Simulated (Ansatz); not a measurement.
# N interstitial in AlN

Computed with DFT PBE, scalar-relativistic, plane waves, PAW in Ansatz. (420 eV cutoff, 2×2×2 k-mesh, Gaussian smearing of 0.01 eV, collinear spin in charge 0, -2 alone)

Host crystal, relaxed:

```
CELL_PARAMETERS angstrom
3.13021 0.00000 0.00000
-1.56510 2.71084 0.00000
0.00000 0.00000 5.01804
ATOMIC_POSITIONS crystal
Al 0.66667 0.33333 0.49923
Al 0.33333 0.66667 0.99923
N 0.66667 0.33333 0.88077
N 0.33333 0.66667 0.38077
```

Supercell of 48 atoms, rows in host cell vectors: 0 -2 1; 2 2 1; -2 0 1. Atoms relax at the host's cell, keeping the symmetry that the supercell leaves at the site. The cell is small, so energies carry finite-size errors of tenths of an eV. The host's Kohn–Sham gap is 4.03 eV. Atoms are taken from and returned to the elements' standard states. Charged cells are corrected for image charges with the computed static dielectric tensor (mean 8.8) and aligned with the host's potential at far atoms (alignment terms reach 0.42 eV). No band-filling term is added, and the Fermi level counts from the host's valence band top.

Defect: N interstitial at (0.000, 0.000, 0.208) of the host cell.

Question: What is the formation energy of the neutral defect?

Answer: 7.56 eV.

Question: Does the neutral defect carry a moment, and how do its surroundings relax?

Answer: It changes the cell's moment by 3.00 μB. The nearest neighbours before are 3 N at 2.00 Å, 3 Al at 2.09 Å, 3 Al at 2.32 Å; after relaxation the atoms near the site are 3 Al at 1.98 Å, 3 N at 2.22 Å; the largest move is 0.17 Å.

Question: Charges 0, -1, -2 were computed. Which is stable where in the gap?

Answer: Among the charges computed the stable one is 0 at the valence band top, changing to -1 at 2.15 eV, changing to -2 at 2.16 eV. Other sites of the defect weren't tried. Levels between neighbouring charges: (0/-1) 2.15 eV, (-1/-2) 2.16 eV.